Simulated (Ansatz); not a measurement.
**C: opening a crack plane**

C, Fd-3m, a = 3.571 Å. Ansatz: PBE, PAW, 420 eV, Γ-centred 10×10×2 mesh on 12 atoms, Gaussian smearing 0.05 eV; no spin polarisation. One cut on (111) per cell of 12 atoms is opened rigidly by x, between planes of C and C that stand 1.55 Å apart; y is the energy per area (5.523 Å², 1 eV/Å² = 16.02 J/m²).

| x (Å) | y (J/m²) |
| --- | --- |
| 0.00 | 0.000 |
| 0.25 | 1.386 |
| 0.50 | ? |
| 0.75 | 6.239 |
| 1.00 | 8.294 |
| 1.50 | 11.256 |
| 2.00 | 12.971 |
| 3.00 | 14.222 |
| 6.00 | 14.409 |

Q: Fit the universal binding curve y = W[1 − (1 + x/l) e^(−x/l)] to the other rows, give the peak stress, and predict the missing value.

A: Least squares gives W = 14.4 J/m² and l = 0.516 Å. The stress dy/dx peaks at x = l with W/(e l) = 102.7 GPa, for rigid faces. At x = 0.50: x/l = 0.969, y = 3.641 J/m². The run gave 3.838 J/m², so the fit is 0.197 J/m² too low, a small miss on the scale of the series.

Cost: 11 runs of about 0.46 core-minutes in all, on Intel Xeon 6975P-C (Granite Rapids) (shared hosts).

The cost of separation rises steeply and is nearly spent by 3.00 Å, as expected for a short-ranged covalent contact. The cut runs between the widely spaced (111) planes, where each surface cell is held by a single σ bond between sp³ hybrids, pointing straight across the gap. Opening stretches that bond along its axis, and the restoring force fades as the hybrids lose overlap, leaving one dangling bond per cell on each face. The large W thus reflects the strength of the C–C bond and its dense packing per area, and it pays for two surfaces, not one. The fit's shortfall at 0.50 Å probably arises because a single length must describe both the initial stiffness and the decaying tail, which need not scale together in a directional bond. The peak stress is an ideal limit for this plane, not a fracture strength: in real diamond, flaws concentrate the load and cleavage starts far below it.
